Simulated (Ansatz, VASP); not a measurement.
**CO2 in VASP and in Ansatz**

```xyz
6
Lattice="2.6359 -2.3874 0.0000 2.6359 2.3874 0.0000 0.0000 0.0000 6.5872" Properties=species:S:1:pos:R:3 pbc="T T T"
O     2.7337    0.8908    3.9779
O     2.6197   -0.8937    2.5472
O     2.6230    1.4719    0.7435
O     2.5972   -1.4828    5.8514
C     2.6076    0.0146    3.2821
C     0.0505   -0.0192   -0.0101
```

Change from the starting cell: atoms moved at random, drawn with an rms of 0.05 Å.

Alike in both runs: task single point; functional PBEsol; k mesh 8 × 8 × 4; occupations fermi-dirac, width 0.05 eV; no spin polarisation.

|  | VASP | Ansatz |
| --- | --- | --- |
| version | VASP 6.6.1 | Ansatz 0.2.0 |
| potentials or method | VASP PAW PBE potentials, release 64 (O, C) | Ansatz PAW |
| plane-wave cutoff (eV) | 520 | 420 |
| valence electrons in the cell | 32 | 32 |

```csv
,VASP,Ansatz,Ansatz less VASP
gap on the k mesh at the Fermi level (eV),6.14,6.16,+0.020
least direct gap on the mesh (eV),6.65,6.67,+0.020
pressure (GPa),5.1,3.2,-1.90
largest component of the traceless stress (GPa),7.06,6.78,-0.285
rms of the force components (eV/Å),1.750,1.553,-0.1965
```

Atom by atom the forces differ by 0.366 eV/Å (rms over components).

Caveats: the standard files for N, O and F lose accuracy on very short bonds (VASP); the PAW data sets were made with another functional, which shifts forces and pressure a little (VASP); the pressure holds a Pulay correction of +0.8 GPa for the finite cutoff (Ansatz); the PAW data sets come from PBE, with cores solved anew for the run's functional, which leaves a small shift of forces and pressure (Ansatz). A k mesh can miss the band edges.
